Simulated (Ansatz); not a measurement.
# LuH2: equation of state

The task here is to estimate one member of a computed series from the others.

Computed with Ansatz 0.2.0 (DFT LDA, scalar-relativistic, unless a step's input says otherwise).

### The structure to begin with

Symmetry: Fm-3m, No. 225, cubic system. Conventional cell: a = 5.033 Å, b = 5.033 Å, c = 5.033 Å, α = 90.00°, β = 90.00°, γ = 90.00°. Around Lu (site symmetry m-3m) lie 8 H at 2.18 Å. Around H (site symmetry -43m) lie 4 Lu at 2.18 Å.

As a file:

```
CELL_PARAMETERS angstrom
0.00000 2.51650 2.51650
2.51650 0.00000 2.51650
2.51650 2.51650 0.00000
ATOMIC_POSITIONS crystal
Lu 0.00000 0.00000 0.00000
H 0.25000 0.25000 0.25000
H 0.75000 0.75000 0.75000
```

The geometry is a database entry used as it stands. It may stem from high pressure or temperature, or be incomplete, so it serves as a test cell.

Atoms are numbered in the order of the input: Lu1, H2, H3.

The first run:

File input.yaml:

```yaml
crystal:
  lattice:
    - [0.0, 2.4651284426, 2.4651284426]
    - [2.4651284426, 0.0, 2.4651284426]
    - [2.4651284426, 2.4651284426, 0.0]
  atoms:
    - { symbol: Lu, position: [0.0, 0.0, 0.0] }
    - { symbol: H, position: [0.25, 0.25, 0.25] }
    - { symbol: H, position: [0.75, 0.75, 0.75] }
kpoints:
  mp_grid: { grid: [8, 8, 8] }
  band_path:
    path:
      - [0.0, 0.0, 0.0]
      - [0.5, 0.0, 0.5]
      - [0.625, 0.25, 0.625]
      - [0.375, 0.375, 0.75]
      - [0.0, 0.0, 0.0]
      - [0.5, 0.5, 0.5]
      - [0.5, 0.25, 0.75]
      - [0.5, 0.0, 0.5]
    npoints: 5
scf:
  occupations: { method: fermi_dirac, width: 0.02 }
hamiltonian:
  xc: lda
  pseudopotentials: { kind: all_electron, lapw: { basis_error: 0.001 } }
output:
  forces: true
  stress: true
  eigenvalues: true
```

Started as:

```bash
ansatz run input.yaml --threads 1 --pin off --max-ram 4096MiB --backend cpu --events-out ev --progress --plain --runs-dir out
```

Steps of the session up to this table: Volume × 0.94, LAPW; Volume × 0.94, PAW; Volume × 0.94, crystal datasets; Volume × 0.98, LAPW; Volume × 0.98, PAW; Volume × 0.98, crystal datasets; Volume × 1.01, LAPW; Volume × 1.01, PAW; Volume × 1.01, crystal datasets; Volume × 1.04, LAPW; Volume × 1.04, PAW; Volume × 1.04, crystal datasets.

One of the session's tables, all rows but one given; the rest of the session is left out.

It belongs to the step «The equation of state». 

| method | volume (Å³/atom) | pressure (GPa) |
| --- | --- | --- |
| LAPW | 9.987 | -1.26 |
| LAPW | 10.412 | -5.10 |
| LAPW | 10.624 | -6.75 |
| LAPW | 10.731 | -7.51 |
| LAPW | 11.049 | -9.56 |
| PAW | 9.987 | -1.23 |
| PAW | 10.412 | ? |
| PAW | 10.624 | -6.73 |
| PAW | 10.731 | -7.49 |
| PAW | 11.049 | -9.55 |
| crystal datasets | 9.987 | -1.26 |
| crystal datasets | 10.412 | -5.10 |
| crystal datasets | 10.624 | -6.75 |
| crystal datasets | 10.731 | -7.51 |
| crystal datasets | 11.049 | -9.56 |

Estimate the missing values for PAW, 10.412.

As computed: pressure (GPa): -5.08. In the column «pressure (GPa)» it lies between crystal datasets, 10.412 (-5.10) and LAPW, 9.987 (-1.26).

Limits of these values: Warnings in the runs' records: gradients without spin orbit, crystal datasets made.
